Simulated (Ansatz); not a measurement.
# AlAu2 (I4/mmm) in Ansatz: equation of state

How stiff is AlAu2 in PBEsol, and what volume does it want? The cell is scaled to several volumes.

Everything below comes from runs of Ansatz 0.2.0. Logs are shortened: lines on timing, memory, paths and dates and some standing lists are left out, and cuts for length are marked.

### 1 Starting point

Symmetry: I4/mmm, No. 139, tetragonal system. The conventional cell has a = 3.343 Å, b = 3.343 Å, c = 8.798 Å, α = 90.00°, β = 90.00°, γ = 90.00°. Au (site symmetry 4mm) is surrounded by 5 Al at 2.73 to 3.02 Å and 5 Au at 2.75 to 2.88 Å. Around Al (site symmetry 4/mmm) lie 10 Au at 2.73 to 3.02 Å.

The cell comes from a database or a generator and needn't be the stable form of this composition.

### 2 Equation of state, PBEsol

Potentials or basis: all-electron LAPW, scalar-relativistic.

No new run: the results of the series are fitted here.

Results:

```yaml
Equilibrium_volume: 16.14 Å³/atom
Bulk_modulus_at_fixed_shape_and_positions: 156 GPa
Pressure_derivative_of_the_bulk_modulus: 5.5
```

Energy against volume, from the lowest point:
```
volume (Å³/atom)  energy (meV/atom)
          15.405              17.91
          15.732               5.14
          16.060               0.00
          16.388               1.57
          16.716               9.01
          17.043              21.61
          17.371              38.69
```

Caveat: the cell was scaled at fixed shape and fractional positions, which overstates the stiffness of a crystal with free parameters, most of all of layers and chains.
